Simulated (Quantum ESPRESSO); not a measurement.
The system is NaI.

```xyz
2
Lattice="0.0000 3.2364 3.2364 3.2364 0.0000 3.2364 3.2364 3.2364 0.0000" Properties=species:S:1:pos:R:3 pbc="T T T"
I     3.2364    3.2364    3.2364
Na    0.0000    0.0000    0.0000
```

Base run:

```yaml
Program: Quantum ESPRESSO 7.5
Functional: PBE
Potentials_or_basis: PseudoDojo 0.4.1 SR PBE standard
Cutoff: 1197 eV
Density_cutoff: 4789 eV
k_mesh: 7 × 7 × 7
Occupations: fermi-dirac, width 0.05 eV
Spin: no spin polarisation
```

Its results: band gap on the k mesh 3.64 eV, direct; pressure 0.4 GPa.

Question: The run is repeated on the same cell with these changes: functional from PBE to PBEsol; potentials or basis from PseudoDojo 0.4.1 SR PBE standard to PseudoDojo 0.4.1 SR PBEsol standard. What comes out?

Answer: Band gap on the k mesh 3.51 eV, direct; pressure -0.5 GPa.

Caveats: spin-orbit coupling is left out, which moves the levels of the heavy elements.
